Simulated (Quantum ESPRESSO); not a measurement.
**KI in Quantum ESPRESSO: the effect of functional**

Crystal: KI.

```
CELL_PARAMETERS angstrom
0.00000 3.53277 3.53277
3.53277 0.00000 3.53277
3.53277 3.53277 0.00000
ATOMIC_POSITIONS crystal
I 0.50000 0.50000 0.50000
K 0.00000 0.00000 0.00000
```

Alike in all runs:

| Property | Result |
| --- | --- |
| Program | Quantum ESPRESSO 7.5 |
| Task | phonons |
| k mesh | 4 × 4 × 4, shifted |
| Occupations | fermi-dirac, width 0.05 eV |
| Spin | no spin polarisation |

Each run relaxes the cell or the atoms first.

Task: One run gave: relaxed volume 39.60 Å³/atom; dielectric constant 3.12 mean; highest phonon frequency 115 cm⁻¹. Which functional did it use?
A. BLYP
B. PBE
C. revPBE
D. vdW-DF-cx
E. LDA

Result: E.

```tsv
functional	potentials or basis	cutoff	relaxed volume (Å³/atom)	dielectric constant (mean)	highest phonon frequency (cm⁻¹)
LDA	PseudoDojo 0.4.1 SR LDA standard	980 eV	39.60	3.12	115
PBE	PseudoDojo 0.4.1 SR PBE standard	1007 eV	46.28	2.80	88
BLYP	PseudoDojo 0.4.1 SR PBE standard	1007 eV	49.32	2.69	88
PW91	PseudoDojo 0.4.1 SR PBE standard	1007 eV	46.20	2.80	84
revPBE	PseudoDojo 0.4.1 SR PBE standard	1007 eV	50.24	2.62	73
vdW-DF-cx	PseudoDojo 0.4.1 SR PBE standard	1007 eV	44.09	2.88	103
```

Caveats: the potentials were made for another functional, which shifts forces and pressure (some runs).

Not every run made on this cell is shown here.
